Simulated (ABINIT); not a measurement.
Crystal: TiAl3.

```
Ti Al
1.0
    -1.91111    1.91111    4.28067
     1.91111   -1.91111    4.28067
     1.91111    1.91111   -4.28067
Ti Al
1 3
Direct
  0.00000 0.00000 0.00000
  0.25000 0.75000 0.50000
  0.75000 0.25000 0.50000
  0.50000 0.50000 0.00000
```

The cell comes from a database or a generator and needn't be the stable form of this composition.

| Property | Result |
| --- | --- |
| Program | ABINIT 10.8.3 (patched build) |
| Task | relaxation of cell and atoms |
| Functional | PBE |
| Potentials or basis | JTH PAW PBE v2.0 |
| Cutoff | 408 eV |
| k mesh | 8 × 8 × 8 |
| Occupations | fermi-dirac, width 0.05 eV |
| Spin | no spin polarisation |

At the start: pressure 2.2 GPa; volume 15.63 Å³/atom.

Problem. How do energy, volume and symmetry change on relaxing?

Solution. Over 3 steps the energy falls by 2.1 meV/atom and the volume is 15.94 Å³/atom (+2.0 %); space group I4/mmm (No. 139, to 0.05 Å).

Step by step:
| step | energy change (eV) | largest force (eV/Å) | pressure (GPa) | volume (Å³) |
| --- | --- | --- | --- | --- |
| 1 | 0.0000 | 0.0000 | 2.18 | 62.54 |
| 2 | -0.0047 | 0.0000 | 1.42 | 62.95 |
| 3 | -0.0082 | 0.0000 | 0.03 | 63.76 |

Final structure:
```
Ti Al
1.0
    -1.92352    1.92352    4.30841
     1.92352   -1.92352    4.30841
     1.92352    1.92352   -4.30841
Ti Al
1 3
Direct
  0.00000 0.00000 0.00000
  0.25000 0.75000 0.50000
  0.75000 0.25000 0.50000
  0.50000 0.50000 0.00000
```
